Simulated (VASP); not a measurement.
Runs of VASP 6.6.1 on Nb. It takes space group Fm-3m (No. 225, cubic). The conventional cell has a = 4.230 Å, b = 4.230 Å, c = 4.230 Å, α = 90.00°, β = 90.00°, γ = 90.00°. Nb (site symmetry m-3m) is surrounded by 12 Nb at 2.99 Å. This isn't the form of Nb at room conditions, which is bcc.

| task | level | potentials or basis | spin | cell | k mesh | cutoff (eV) | smearing | grid for exact exchange (PRECFOCK) | screening parameter | mesh quality | gap on the mesh (eV) | pressure (GPa) |
| --- | --- | --- | --- | --- | --- | --- | --- | --- | --- | --- | --- | --- |
| single point | PBE | VASP PAW PBE potentials, release 64 (Nb_sv) | off | as given | 11 × 11 × 11 | 520 | gaussian 0.05 eV | - | - | not flagged | none | (a) |
| band structure | HSE06+TS | VASP PAW PBE potentials, release 64 (Nb_sv) | off | as given | 6 × 6 × 6 | 520 | fermi-dirac 0.05 eV | Fast | 0.2 1/A | coarse | - | -16.6 |
| core levels | SCAN+MBD | VASP PAW PBE potentials, release 64 (Nb_sv) | off | cell strained at random at fixed volume | 11 × 11 × 11 | 520 | methfessel-paxton 0.2 eV | - | - | not flagged | none | -6.8 |
| optical spectrum | vdW-DF | VASP PAW PBE potentials, release 64 (Nb_sv_GW) | SOC, no magnetisation | as given | 8 × 8 × 8 | 550 | methfessel-paxton 0.1 eV | - | - | not flagged | - | 1.7 |

Estimate the missing entries.

(a) -2.2.

Caveats: some runs use coarse meshes; pairwise dispersion overbinds metals, which lowers pressure and volume (some runs); the PAW data sets were made with another functional, which shifts forces and pressure a little (some runs); atom-pairwise D2, TS and ULG terms overbind metals (some runs); so large a pressure means that the cell lies far from this level's equilibrium, or that cutoff or potentials fall short (some runs); the potentials were made for another functional, which shifts forces and pressure (some runs); spectra need much finer meshes, so this one isn't converged (some runs); independent-particle spectra lack excitons (some runs).

A k mesh can miss the band edges, and rows without SOC leave out spin-orbit coupling on Nb.

A gap of «none» marks a metal or a gap under the smearing width.
